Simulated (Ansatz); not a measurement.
# CdSe: the cost of one run

Program: Ansatz 0.2.0. Level of theory: DFT PBE, scalar-relativistic, plane waves, PAW. These are calculated values, not measurements.

1 further run of the same task is left out (set aside as unsound or not needed).

## Step 1: The system as given

It takes space group Pmmm (No. 47, orthorhombic). The conventional cell has a = 4.079 Å, b = 4.358 Å, c = 10.339 Å, α = 90.00°, β = 90.00°, γ = 90.00°. Cd (site symmetry mm2) is surrounded by 4 Se at 2.68 to 2.70 Å. Cd (site symmetry mmm) has 4 Se at 2.75 Å as nearest neighbours. Se (site symmetry mm2) has 4 Cd at 2.68 to 2.75 Å as nearest neighbours. Se (site symmetry mmm) has 4 Cd at 2.70 Å as nearest neighbours.

Coordinates:

```cif
data_structure
_symmetry_space_group_name_H-M 'P 1'
_symmetry_Int_Tables_number 1
_cell_length_a 4.0787
_cell_length_b 4.3581
_cell_length_c 10.3386
_cell_angle_alpha 90.000
_cell_angle_beta 90.000
_cell_angle_gamma 90.000
_cell_volume 183.77
loop_
_atom_site_label
_atom_site_type_symbol
_atom_site_fract_x
_atom_site_fract_y
_atom_site_fract_z
_atom_site_occupancy
Cd1 Cd 0.50000 0.50000 0.17068 1
Cd2 Cd 0.50000 0.50000 0.82932 1
Cd3 Cd 0.00000 0.00000 0.50000 1
Se1 Se 0.50000 0.00000 0.32222 1
Se2 Se 0.00000 0.50000 0.00000 1
Se3 Se 0.50000 0.00000 0.67778 1
```

It is the end of an earlier relaxation with the same method, from a generated guess; it needn't be the stable form of this composition. At a tolerance of 0.05 Å it has space group Pmmm (No. 47); it has 30.63 Å³/atom, an uncorrected energy of -0.43 eV/atom over the elements.

## Step 2: Electronic structure at the relaxed geometry

Input file input.yaml:

```yaml
crystal:
  lattice:
    - [4.0787373024, 0.0, 0.0]
    - [0.0, 4.3580859701, 0.0]
    - [0.0, 0.0, 10.3385908009]
  atoms:
    - { symbol: Cd, position: [0.5, 0.5, 0.1706838181] }
    - { symbol: Cd, position: [0.5, 0.5, 0.8293161819] }
    - { symbol: Cd, position: [0.0, 0.0, 0.5] }
    - { symbol: Se, position: [0.5, 0.0, 0.3222237913] }
    - { symbol: Se, position: [0.0, 0.5, 0.0] }
    - { symbol: Se, position: [0.5, 0.0, 0.6777762087] }
basis:
  ecutwfc: 420
kpoints:
  mp_grid: { grid: [10, 10, 4] }
  band_path:
    path:
      - [[0.0, 0.0, 0.0], [0.5, 0.0, 0.0], [0.5, 0.5, 0.0], [0.0, 0.5, 0.0], [0.0, 0.0, 0.0], [0.0, 0.0, 0.5], [0.5, 0.0, 0.5], [0.5, 0.5, 0.5], [0.0, 0.5, 0.5], [0.0, 0.0, 0.5]]
      - [[0.5, 0.0, 0.0], [0.5, 0.0, 0.5]]
      - [[0.0, 0.5, 0.0], [0.0, 0.5, 0.5]]
      - [[0.5, 0.5, 0.0], [0.5, 0.5, 0.5]]
    npoints: 14
hamiltonian:
  xc: pbe
scf:
  occupations: { method: gaussian, width: 0.1 }
  n_extra_bands: 15
output:
  forces: true
  stress: true
  eigenvalues: true
  populations: true
  dos: { projected: true, de: 0.02, nscf_kmesh: { grid: [12, 12, 5] } }
  bader: true
  write_density: true
  write_potential: true
  elf: true
  volumetric_format: npy
```

Launch:

```
ansatz run input.yaml --threads 1 --pin off --max-ram 2560MiB --backend cpu --events-out ev --progress --plain --runs-dir out
```

What time and memory should one allow on 1 thread of Arm Neoverse V2, shared host?

About 4.1 min, with a peak of 1.5 GiB.
